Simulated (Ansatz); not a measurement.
# SiO2: gradients and densities at the nuclei, part 2 of 2

Wanted: quadrupolar parameters for every site of SiO2, with a sense of how robust they are. The cell is a computed entry of the Materials Project. Planned: a single point, then r2SCAN.

Ansatz 0.2.0; DFT, PBE, plane-wave PAW, default files, scalar-relativistic, as far as a step names no other. Earlier steps stand in the parts before.

## 3. Functional r2SCAN

Contents of input.yaml:

```yaml
crystal:
  lattice:
    - [6.7984988707, 3.9251151531, 4.9453227949]
    - [-6.7984988707, 3.9251151531, 4.9453227949]
    - [0.0, -7.8502303062, 4.9453227949]
  atoms:
    - { symbol: Si, position: [0.33290599, 0.10448426, 0.87550248] }
    - { symbol: Si, position: [0.10448426, 0.87550248, 0.33290599] }
    - { symbol: Si, position: [0.87550248, 0.33290599, 0.10448426] }
    - { symbol: Si, position: [0.12449752, 0.89551574, 0.66709401] }
    - { symbol: Si, position: [0.89551574, 0.66709401, 0.12449752] }
    - { symbol: Si, position: [0.66709401, 0.12449752, 0.89551574] }
    - { symbol: Si, position: [0.66709401, 0.89551574, 0.12449752] }
    - { symbol: Si, position: [0.89551574, 0.12449752, 0.66709401] }
    - { symbol: Si, position: [0.12449752, 0.66709401, 0.89551574] }
    - { symbol: Si, position: [0.87550248, 0.10448426, 0.33290599] }
    - { symbol: Si, position: [0.10448426, 0.33290599, 0.87550248] }
    - { symbol: Si, position: [0.33290599, 0.87550248, 0.10448426] }
    - { symbol: O, position: [0.26260449, 0.0, 0.73739551] }
    - { symbol: O, position: [0.0, 0.73739551, 0.26260449] }
    - { symbol: O, position: [0.73739551, 0.26260449, 0.0] }
    - { symbol: O, position: [0.73739551, 0.0, 0.26260449] }
    - { symbol: O, position: [0.0, 0.26260449, 0.73739551] }
    - { symbol: O, position: [0.26260449, 0.73739551, 0.0] }
    - { symbol: O, position: [0.68065733, 0.97803227, 0.97803227] }
    - { symbol: O, position: [0.97803227, 0.97803227, 0.68065733] }
    - { symbol: O, position: [0.97803227, 0.68065733, 0.97803227] }
    - { symbol: O, position: [0.02196773, 0.02196773, 0.31934267] }
    - { symbol: O, position: [0.02196773, 0.31934267, 0.02196773] }
    - { symbol: O, position: [0.31934267, 0.02196773, 0.02196773] }
    - { symbol: O, position: [0.25040484, 0.89017006, 0.25040484] }
    - { symbol: O, position: [0.25040484, 0.25040484, 0.89017006] }
    - { symbol: O, position: [0.89017006, 0.25040484, 0.25040484] }
    - { symbol: O, position: [0.10982994, 0.74959516, 0.74959516] }
    - { symbol: O, position: [0.74959516, 0.10982994, 0.74959516] }
    - { symbol: O, position: [0.74959516, 0.74959516, 0.10982994] }
    - { symbol: O, position: [0.5, 0.85256089, 0.14743911] }
    - { symbol: O, position: [0.14743911, 0.5, 0.85256089] }
    - { symbol: O, position: [0.85256089, 0.14743911, 0.5] }
    - { symbol: O, position: [0.5, 0.14743911, 0.85256089] }
    - { symbol: O, position: [0.85256089, 0.5, 0.14743911] }
    - { symbol: O, position: [0.14743911, 0.85256089, 0.5] }
kpoints:
  mp_grid: { grid: [3, 3, 3] }
scf:
  occupations: { method: fermi_dirac, width: 0.02 }
hamiltonian:
  xc: r2scan
  pseudopotentials: { kind: paw }
output:
  forces: true
  stress: true
  populations: true
  efg: { quadrupole_moments_barn: { O: -0.02558 }, contact_densities: true }
```

Run with:

```console
$ ansatz run input.yaml --threads 1 --pin off --max-ram 2560MiB --backend cpu --events-out ev --progress --plain --runs-dir out
```

Standard output:

```text
Warning: RAYON_NUM_THREADS=1 ignored (pool sized by the plan → 1); use --threads N
Engine: ansatz 0.2.0, aarch64-unknown-linux-gnu
Pseudopotentials: kind: paw
Pseudopotential: Si, paw, valence charge 4, recommended cutoff 500 eV (meta_gga), Si.paw.azcp
Pseudopotential: O, paw, valence charge 6, recommended cutoff 500 eV (meta_gga), O.paw.azcp
Functional definition: r2SCAN
  parameter k0 = 0.174
  parameter k1 = 0.065
  parameter a1 = 4.9479
  exchange = r2scan_x(k0 = k0, k1 = k1, a1 = a1)
  correlation = r2scan_c
Crystal: 36 atoms, lattice volume = 791.792 Å³
Basis set: ecut = 500 eV, 20035 PW (Γ), exchange–correlation on 288×288×288 points (64 copies of the dense FFT grid, shifted against one another)
Bands: 132, of which v1, the nominal top of the filled ones, is band 96 counted from 1 (95 counted from 0)
Symmetry: 12 space group operations
Space group: R-3m (ITA 166), of the structure as read, at distance tolerance 9.3e-5 Å
k-points: 6 of 27
Non-local potential: Si, projectors of the file, l = 0: 2, l = 1: 2, l = 2: 2
Non-local potential: O, projectors of the file, l = 0: 2, l = 1: 2, l = 2: 1
PAW form: soft (Blöchl's): semilocal exchange-correlation on the pseudo side does not see the compensation charge
PAW frozen core: Si, regenerated for the run's functional (the file was generated under x = pbe(κ = 0.804, μ = 0.2195149727645171), c = pbe(β = 0.06672455060314922))
PAW frozen core: O, regenerated for the run's functional (the file was generated under x = pbe(κ = 0.804, μ = 0.2195149727645171), c = pbe(β = 0.06672455060314922))
PAW one-centre angular grid: Si, 302 points (default); XC on 160 Gauss nodes
PAW one-centre angular grid: O, 302 points (default); XC on 160 Gauss nodes
Initial density: superposition of atomic densities (neutral atoms: chi_scale 0, normalization atom), corrected by the library's trained network
Initial wavefunctions: pseudopotential atomic-orbital guess
Functional: x = r2scan, c = r2scan; τ floored in thin density (d = 2e-4 eV/Å³)
SCF iter   1: F=—  HF=-21359.373511 eV  |F-HF|=—  |Δ(HF+E_count)|=         —  Δρ=5.54e-3  dr2=2.45e-1  dr2_τ=3.18e0  ethr=1.77e-3  ⟨swp⟩=7.0  Hψ=4131  notcnv=0  defer=96
preconditioner: auto → Resta (q_TF=auto, 2.154 Å⁻¹)  ε∞=2.1  [insulator: Δε(μ)=6.666 eV  Ē_g=17.637 eV  σ=0.020 eV  W_gap=1.00  n_scr=128 (ndim 8)  ℏωp=18.3 eV  f_vac=0.459  D(μ)=0.00/eV (n_scr^D=0)  ε∞_Penn≈2.1  vacuum switching on, ρ_ref=2.3e-2 e/Å³]
SCF iter   2: F=—  HF=-21360.380175 eV  |F-HF|=—  |Δ(HF+E_count)|=    1.01e0  Δρ=3.52e-3  dr2=5.50e-2  dr2_τ=6.21e-3  ethr=1.28e-4  ⟨swp⟩=3.0  Hψ=1558  notcnv=0  defer=181
SCF iter   3: F=—  HF=-21360.385997 eV  |F-HF|=—  |Δ(HF+E_count)|=   5.82e-3  Δρ=8.60e-4  dr2=4.33e-3  dr2_τ=9.10e-4  ethr=2.86e-5  ⟨swp⟩=3.5  Hψ=1113  notcnv=0  defer=181
SCF iter   4: F=—  HF=-21360.386450 eV  |F-HF|=—  |Δ(HF+E_count)|=   4.53e-4  Δρ=2.58e-4  dr2=3.68e-4  dr2_τ=7.80e-5  ethr=2.26e-6  ⟨swp⟩=3.2  Hψ=1252  notcnv=0  defer=181
SCF iter   5: F=—  HF=-21360.386387 eV  |F-HF|=—  |Δ(HF+E_count)|=   6.30e-5  Δρ=7.28e-5  dr2=1.65e-5  dr2_τ=3.56e-6  ethr=1.92e-7  ⟨swp⟩=2.0  Hψ=1097  notcnv=0  defer=181
SCF iter   6: F=—  HF=-21360.386920 eV  |F-HF|=—  |Δ(HF+E_count)|=   5.33e-4  Δρ=2.12e-5  dr2=3.27e-6  dr2_τ=2.02e-7  ethr=8.59e-9  ⟨swp⟩=2.0  Hψ=1268  notcnv=0  defer=181
SCF iter   7: F=-21360.386920 eV  HF=-21360.386920 eV  |F-HF|=3.98e-8  |Δ(HF+E_count)|=   6.37e-7  Δρ=3.90e-6  dr2=8.70e-8  dr2_τ=7.96e-9  ethr=5.21e-11  ⟨swp⟩=15.7  Hψ=5901  notcnv=0
SCF 1 converged in 7 iterations: F = -21360.386920 eV  dr2 = 8.70e-8
SCF converged after 7 iterations
Free energy (F): -21360.386920 eV
Harris-Foulkes:  -21360.386920 eV  (|F-HF|=3.98e-8)
Internal energy: -21360.386920 eV  (E = F + TS)
E sigma→0 (E₀):  -21360.386920 eV
Fermi energy:    0.980478 eV
--- Per-component energies (eV) ---
  E_band       = -1816.208718
  E_kinetic    = 4863.206561
  E_local      = -24703.562932  (includes V_loc(G=0)·N_el)
  E_nonlocal   = 1416.069020
  E_hartree    = 10270.307867
  E_xc         = -2399.898547
  E_vxc        = -3178.592077  (∫ρ·V_xc dr)
  E_paw        = -10103.572609  (= ΣΔE_a)
  E_vpaw       = -955.633064  (= ΣTr[D̂ρ^β])
  E_aug_tail   = 0.025284  (compensation charges beyond the density's cutoff)
  E_vtau       = 201.671233  (kinetic-family band-sum trace: ∫τ·v_τ [+ j·A + Jᵃ·Aᵃ] dr)
  E_ewald      = -701.277786
  E_core_change = -1.683778  (= ΣΔE_core)
  E_smearing   = -0.000000  (= −TS)
  E_closure    = -0.000000  (closes the sum)
  Σ components = -21360.386920   (vs F -21360.386920, Δ=0.00e0)
--- Forces (eV/Å), atoms counted from 1 ---
  atom   1  Si     0.01235417    -0.03630814    -0.03155479
  atom   2  Si    -0.03762085     0.00745505    -0.03155479
  atom   3  Si     0.02526669     0.02885309    -0.03155479
  atom   4  Si    -0.03762085    -0.00745505     0.03155479
  atom   5  Si     0.01235417     0.03630814     0.03155479
  atom   6  Si     0.02526669    -0.02885309     0.03155479
  atom   7  Si    -0.01235417     0.03630814     0.03155479
  atom   8  Si     0.03762085    -0.00745505     0.03155479
  atom   9  Si    -0.02526669    -0.02885309     0.03155479
  atom  10  Si     0.03762085     0.00745505    -0.03155479
  atom  11  Si    -0.01235417    -0.03630814    -0.03155479
  atom  12  Si    -0.02526669     0.02885309    -0.03155479
  atom  13  O      0.00075745     0.00131193    -0.00000000
  atom  14  O      0.00075745    -0.00131193     0.00000000
  atom  15  O     -0.00151489    -0.00000000     0.00000000
  atom  16  O     -0.00075745    -0.00131193     0.00000000
  atom  17  O     -0.00075745     0.00131193    -0.00000000
  atom  18  O      0.00151489     0.00000000     0.00000000
  atom  19  O     -0.00377300    -0.00217834    -0.00801738
  atom  20  O     -0.00000000     0.00435669    -0.00801738
  atom  21  O      0.00377300    -0.00217834    -0.00801738
  atom  22  O      0.00000000    -0.00435669     0.00801738
  atom  23  O     -0.00377300     0.00217834     0.00801738
  atom  24  O      0.00377300     0.00217834     0.00801738
  atom  25  O      0.00001561    -0.00000901     0.01026499
  atom  26  O      0.00000000     0.00001803     0.01026499
  atom  27  O     -0.00001561    -0.00000901     0.01026499
  atom  28  O      0.00001561     0.00000901    -0.01026499
  atom  29  O     -0.00001561     0.00000901    -0.01026499
  atom  30  O     -0.00000000    -0.00001803    -0.01026499
  atom  31  O      0.00987947    -0.01711175    -0.00000000
  atom  32  O      0.00987947     0.01711175     0.00000000
  atom  33  O     -0.01975894     0.00000000     0.00000000
  atom  34  O     -0.00987947     0.01711175     0.00000000
  atom  35  O     -0.00987947    -0.01711175    -0.00000000
  atom  36  O      0.01975894    -0.00000000     0.00000000
  max |Σ_I F_I| component: 1.56e-17 eV/Å
--- Stress (GPa, compression-positive) ---
        0.075291      -0.000000      -0.000000
       -0.000000       0.075291       0.000000
       -0.000000       0.000000       0.059345
  P = ⅓ Tr σ = 0.0700 GPa (0.700 kbar)
--- PAW observables at the nuclei: V_zz in 10²¹ V/m², potentials from the cell's mean, atoms counted from 1 ---
  atom   1  Si V_zz =    -0.895248   η = 0.9578   by run symmetry: allowed
            electrostatic potential = -1349.458231 V   contact ρ = 12779.497363 e/Å³
  atom   2  Si V_zz =    -0.895248   η = 0.9578   by run symmetry: allowed
            electrostatic potential = -1349.458231 V   contact ρ = 12779.497366 e/Å³
  atom   3  Si V_zz =    -0.895248   η = 0.9578   by run symmetry: allowed
            electrostatic potential = -1349.458231 V   contact ρ = 12779.497365 e/Å³
  atom   4  Si V_zz =    -0.895248   η = 0.9578   by run symmetry: allowed
            electrostatic potential = -1349.458231 V   contact ρ = 12779.497366 e/Å³
  atom   5  Si V_zz =    -0.895248   η = 0.9578   by run symmetry: allowed
            electrostatic potential = -1349.458231 V   contact ρ = 12779.497363 e/Å³
  atom   6  Si V_zz =    -0.895248   η = 0.9578   by run symmetry: allowed
            electrostatic potential = -1349.458231 V   contact ρ = 12779.497365 e/Å³
  atom   7  Si V_zz =    -0.895248   η = 0.9578   by run symmetry: allowed
            electrostatic potential = -1349.458231 V   contact ρ = 12779.497363 e/Å³
  atom   8  Si V_zz =    -0.895248   η = 0.9578   by run symmetry: allowed
            electrostatic potential = -1349.458231 V   contact ρ = 12779.497366 e/Å³
  atom   9  Si V_zz =    -0.895248   η = 0.9578   by run symmetry: allowed
            electrostatic potential = -1349.458231 V   contact ρ = 12779.497365 e/Å³
  atom  10  Si V_zz =    -0.895248   η = 0.9578   by run symmetry: allowed
            electrostatic potential = -1349.458231 V   contact ρ = 12779.497366 e/Å³
  atom  11  Si V_zz =    -0.895248   η = 0.9578   by run symmetry: allowed
            electrostatic potential = -1349.458231 V   contact ρ = 12779.497363 e/Å³
  atom  12  Si V_zz =    -0.895248   η = 0.9578   by run symmetry: allowed
            electrostatic potential = -1349.458231 V   contact ρ = 12779.497365 e/Å³
  atom  13  O  V_zz =    +9.159549   η = 0.1558   by run symmetry: allowed   C_q = -5.6654 MHz
            electrostatic potential = -614.611249 V   contact ρ = 2148.440194 e/Å³
  atom  14  O  V_zz =    +9.159549   η = 0.1558   by run symmetry: allowed   C_q = -5.6654 MHz
            electrostatic potential = -614.611249 V   contact ρ = 2148.440194 e/Å³
  atom  15  O  V_zz =    +9.159549   η = 0.1558   by run symmetry: allowed   C_q = -5.6654 MHz
            electrostatic potential = -614.611249 V   contact ρ = 2148.440194 e/Å³
  atom  16  O  V_zz =    +9.159549   η = 0.1558   by run symmetry: allowed   C_q = -5.6654 MHz
            electrostatic potential = -614.611249 V   contact ρ = 2148.440194 e/Å³
  atom  17  O  V_zz =    +9.159549   η = 0.1558   by run symmetry: allowed   C_q = -5.6654 MHz
            electrostatic potential = -614.611249 V   contact ρ = 2148.440194 e/Å³
  atom  18  O  V_zz =    +9.159549   η = 0.1558   by run symmetry: allowed   C_q = -5.6654 MHz
            electrostatic potential = -614.611249 V   contact ρ = 2148.440194 e/Å³
  atom  19  O  V_zz =    +9.159636   η = 0.1003   by run symmetry: allowed   C_q = -5.6654 MHz
            electrostatic potential = -614.573809 V   contact ρ = 2148.415896 e/Å³
  atom  20  O  V_zz =    +9.159636   η = 0.1003   by run symmetry: allowed   C_q = -5.6654 MHz
            electrostatic potential = -614.573809 V   contact ρ = 2148.415896 e/Å³
  atom  21  O  V_zz =    +9.159636   η = 0.1003   by run symmetry: allowed   C_q = -5.6654 MHz
            electrostatic potential = -614.573809 V   contact ρ = 2148.415896 e/Å³
  atom  22  O  V_zz =    +9.159636   η = 0.1003   by run symmetry: allowed   C_q = -5.6654 MHz
            electrostatic potential = -614.573809 V   contact ρ = 2148.415896 e/Å³
  atom  23  O  V_zz =    +9.159636   η = 0.1003   by run symmetry: allowed   C_q = -5.6654 MHz
            electrostatic potential = -614.573809 V   contact ρ = 2148.415896 e/Å³
  atom  24  O  V_zz =    +9.159636   η = 0.1003   by run symmetry: allowed   C_q = -5.6654 MHz
            electrostatic potential = -614.573809 V   contact ρ = 2148.415896 e/Å³
  atom  25  O  V_zz =    +9.488044   η = 0.1477   by run symmetry: allowed   C_q = -5.8686 MHz
            electrostatic potential = -614.623408 V   contact ρ = 2148.096838 e/Å³
  atom  26  O  V_zz =    +9.488044   η = 0.1477   by run symmetry: allowed   C_q = -5.8686 MHz
            electrostatic potential = -614.623408 V   contact ρ = 2148.096838 e/Å³
  atom  27  O  V_zz =    +9.488044   η = 0.1477   by run symmetry: allowed   C_q = -5.8686 MHz
            electrostatic potential = -614.623408 V   contact ρ = 2148.096838 e/Å³
  atom  28  O  V_zz =    +9.488044   η = 0.1477   by run symmetry: allowed   C_q = -5.8686 MHz
            electrostatic potential = -614.623408 V   contact ρ = 2148.096838 e/Å³
  atom  29  O  V_zz =    +9.488044   η = 0.1477   by run symmetry: allowed   C_q = -5.8686 MHz
            electrostatic potential = -614.623408 V   contact ρ = 2148.096838 e/Å³
  atom  30  O  V_zz =    +9.488044   η = 0.1477   by run symmetry: allowed   C_q = -5.8686 MHz
            electrostatic potential = -614.623408 V   contact ρ = 2148.096838 e/Å³
  atom  31  O  V_zz =    +9.416688   η = 0.1405   by run symmetry: allowed   C_q = -5.8244 MHz
            electrostatic potential = -614.629908 V   contact ρ = 2148.157749 e/Å³
  atom  32  O  V_zz =    +9.416688   η = 0.1405   by run symmetry: allowed   C_q = -5.8244 MHz
            electrostatic potential = -614.629908 V   contact ρ = 2148.157749 e/Å³
  atom  33  O  V_zz =    +9.416688   η = 0.1405   by run symmetry: allowed   C_q = -5.8244 MHz
            electrostatic potential = -614.629908 V   contact ρ = 2148.157749 e/Å³
  atom  34  O  V_zz =    +9.416688   η = 0.1405   by run symmetry: allowed   C_q = -5.8244 MHz
            electrostatic potential = -614.629908 V   contact ρ = 2148.157749 e/Å³
  atom  35  O  V_zz =    +9.416688   η = 0.1405   by run symmetry: allowed   C_q = -5.8244 MHz
            electrostatic potential = -614.629908 V   contact ρ = 2148.157749 e/Å³
  atom  36  O  V_zz =    +9.416688   η = 0.1405   by run symmetry: allowed   C_q = -5.8244 MHz
            electrostatic potential = -614.629908 V   contact ρ = 2148.157749 e/Å³
--- Band table (eV; the first three rows and the last of 6) ---
[... 4 lines left out ...]
--- Löwdin populations: 36 sites ---
  site symbol       q [e]
     0     Si      2.1169
     1     Si      2.1169
     2     Si      2.1169
     3     Si      2.1169
     4     Si      2.1169
     5     Si      2.1169
     6     Si      2.1169
     7     Si      2.1169
     8     Si      2.1169
     9     Si      2.1169
    10     Si      2.1169
    11     Si      2.1169
    12      O      6.8345
    13      O      6.8345
    14      O      6.8345
    15      O      6.8345
    16      O      6.8345
    17      O      6.8345
    18      O      6.8393
    19      O      6.8393
    20      O      6.8393
    21      O      6.8393
    22      O      6.8393
    23      O      6.8393
    24      O      6.8261
    25      O      6.8261
    26      O      6.8261
    27      O      6.8261
    28      O      6.8261
    29      O      6.8261
    30      O      6.8242
    31      O      6.8242
    32      O      6.8242
    33      O      6.8242
    34      O      6.8242
    35      O      6.8242
  spilling = 0.013821 (of n_electrons = 192.000000)
```

It took 2.9 min on 1 thread of Arm Neoverse V1, shared host; peak memory 2.1 GiB.

State: gap on the mesh 6.58 eV, largest force 0.050 eV/Å, pressure 0.1 GPa.

Beside the values of step 2 (V_zz in 10²¹ V/m²):

| site | atoms | V_zz, PBE | V_zz, r2SCAN | η, PBE | η, r2SCAN |
| --- | --- | --- | --- | --- | --- |
| Si | 1, 2, 3, … | -0.92 | -0.90 | 0.95 | 0.96 |
| O13 | 13, 14, 15, … | 9.29 | 9.16 | 0.16 | 0.16 |
| O19 | 19, 20, 21, … | 9.31 | 9.16 | 0.10 | 0.10 |
| O25 | 25, 26, 27, … | 9.60 | 9.49 | 0.14 | 0.15 |
| O31 | 31, 32, 33, … | 9.52 | 9.42 | 0.13 | 0.14 |

The sizes of the gradients above 0.15 moved by 1.4 % in the median, 2.2 % at the site that moves most (small gradients counted from 0.15; Si, -0.92 to -0.90). The cutoff follows the datasets, from 420 to 500 eV.

## 4. Spectra that follow from step 2

¹⁷O (I = 5/2, Q = -25.58 mb) at 7.05 T, Larmor frequency 40.7 MHz. Second-order quadrupolar shifts of the central transition; chemical shifts are not computed, so all sites share one zero.

| site | count | C_Q (MHz) | η | ν_Q (MHz) | δ_QIS (ppm) |
| --- | --- | --- | --- | --- | --- |
| O13 | 6 | -5.75 | 0.16 | 0.862 | -120.5 |
| O19 | 6 | -5.76 | 0.10 | 0.864 | -120.5 |
| O25 | 6 | -5.94 | 0.14 | 0.891 | -128.4 |
| O31 | 6 | -5.89 | 0.13 | 0.883 | -126.4 |

¹⁷O central transition, static powder:

kHz, intensity and a bar:
```
    -21.4          0 
    -19.9          8 ##
    -18.5         44 #############
    -17.0         71 #####################
    -15.5         93 ############################
    -14.1        100 ##############################
    -12.6         76 #######################
    -11.1         63 ###################
     -9.7         56 #################
     -8.2         53 ################
     -6.7         50 ###############
     -5.3         48 ##############
     -3.8         47 ##############
     -2.3         47 ##############
     -0.9         47 ##############
      0.6         39 ############
      2.1         39 ############
      3.5         42 #############
      5.0         48 ##############
      6.5         59 ##################
      8.0         91 ###########################
      9.4         78 #######################
     10.9         12 ####
     12.4          0
```

## 5. Summary of results

The summary covers parts 1 to 2.

```
                                 quantity                                                                                                           value
                           state (step 2)                                             gap on the mesh 5.84 eV, largest force 0.337 eV/Å, pressure 2.9 GPa
         V_zz by site, step 2 (10²¹ V/m²)                                                                Si -0.92, O13 9.29, O19 9.31, O25 9.60, O31 9.52
              largest C_Q in size, step 2                                                                                            5.94 MHz, ¹⁷O at O25
step 3 (functional r2SCAN) against step 2  1.4 % in the median, 2.2 % at the site that moves most (small gradients counted from 0.15; Si, -0.92 to -0.90)
```

**Reading.** The largest gradient sits at O25 (2 Si at 1.61 Å, angle 151°). The atoms are not relaxed at this level (largest force 0.34 eV/Å). Going from PBE to r2SCAN moves the gradients by up to 2.2 %. At 7.05 T the ¹⁷O line of the largest coupling listed spans about 12 kHz under magic-angle spinning and 30 kHz static, from the quadrupolar part alone (no shift anisotropy).

These are semilocal Kohn-Sham gaps, which aren't the measured quantity. Such gaps usually fall short of the measured ones.
